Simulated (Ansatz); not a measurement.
**Au: relaxation of cell and atoms with PBEsol**

Au:

```
Au
1.0
     0.00000    2.03500    2.03500
     2.03500    0.00000    2.03500
     2.03500    2.03500    0.00000
Au
1
Cartesian
  0.0000 0.0000 0.0000
```

```
Program             : Ansatz 0.2.0
Task                : relaxation of cell and atoms
Functional          : PBEsol
Potentials or basis : all-electron LAPW, scalar-relativistic
Basis error allowed : 0.001 eV/atom
k mesh              : 11 × 11 × 11
Occupations         : fermi-dirac, width 0.05 eV
Spin                : no spin polarisation
```

The relaxed volume is 17.01 Å³/atom, the relaxed cell is a = 2.887 Å, b = 2.887 Å, c = 2.887 Å, α = 60.00°, β = 60.00°, γ = 60.00° and the space group after relaxing (to 0.05 Å) is Fm-3m (No. 225). The energy gained by relaxing is 0.8 meV/atom and the ionic steps are 4. The pressure after relaxing is 0.0 GPa.

Step by step:
```csv
step,energy change (eV),largest force (eV/Å),volume (Å³)
1,0.0000,0.0000,16.85
2,-0.0008,0.0000,17.02
3,-0.0008,0.0000,17.01
4,-0.0008,0.0000,17.01
```

Final structure:
```
Au
1.0
     0.00000    2.04124    2.04124
     2.04124    0.00000    2.04124
     2.04124    2.04124    0.00000
Au
1
Direct
  0.00000 0.00000 0.00000
```

Wall time 18 s on 1 thread of Arm Neoverse V2, on a shared host, peak memory 0.28 GiB.

The run has no spin-orbit coupling, so splittings on Au are missing. Zero-point motion and thermal expansion aren't in these numbers.
